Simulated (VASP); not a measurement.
Write the native input for VASP 6.6.1 that does the following.

| Item | Value |
| --- | --- |
| Task | single point |
| Functional | PBEsol |
| Potentials or basis | VASP PAW PBE potentials, release 64 (Zn, O) |
| Cutoff | 520 eV |
| k mesh | 6 × 6 × 6 |
| Occupations | gaussian, width 0.05 eV |
| Spin | no spin polarisation |
| Dipole correction | no |
| Further INCAR settings | ALGO = Normal; EDIFF = 1e-06; NBANDS = 16 |

The structure of ZnO lies in POSCAR:

```
ZnO
1.0
    2.6797503601      0.0000000000      0.0000000000
    0.0000000000      2.6797503601      0.0000000000
    0.0000000000      0.0000000000      2.6797503601
Zn O
1 1
Direct
    0.0000000000      0.0000000000      0.0000000000
    0.5000000000      0.5000000000      0.5000000000
```

Measurements of this composition are mostly on another form, of space group No. 186.

One way to write it, as run:

INCAR

```
SYSTEM = ZnO
  PREC = Accurate
  ENCUT = 520
  EDIFF = 1E-6
  ISMEAR = 0
  SIGMA = 0.05
  LREAL = .False.
  LASPH = .True.
  NELM = 100
  ALGO = Normal
  ISIF = 2
  LWAVE = .False.
  LCHARG = .False.
  GGA = PS
  NBANDS = 16
```

KPOINTS

```
Automatic mesh
0
Gamma
  6 6 6
  0 0 0
```

Potentials or basis: VASP PAW PBE potentials, release 64 (Zn, O).

Launch:

```bash
$ cat potpaw_PBE.64/Zn/POTCAR potpaw_PBE.64/O/POTCAR > POTCAR
$ mpirun -np 1 vasp_std > vasp.out
```

Results of the run:

```
Pressure               : -5.7 GPa
Band gap on the k mesh : none (metal or under the smearing width)
```

Caveat: the k mesh is coarse (spacing up to 0.39 Å⁻¹), so the values aren't converged; the PAW data sets were made with another functional, which shifts forces and pressure a little.

It took 3.1 s on 1 thread of Intel(R) Xeon(R) 6975P-C (Granite Rapids), on a shared host, peak memory 0.12 GiB.
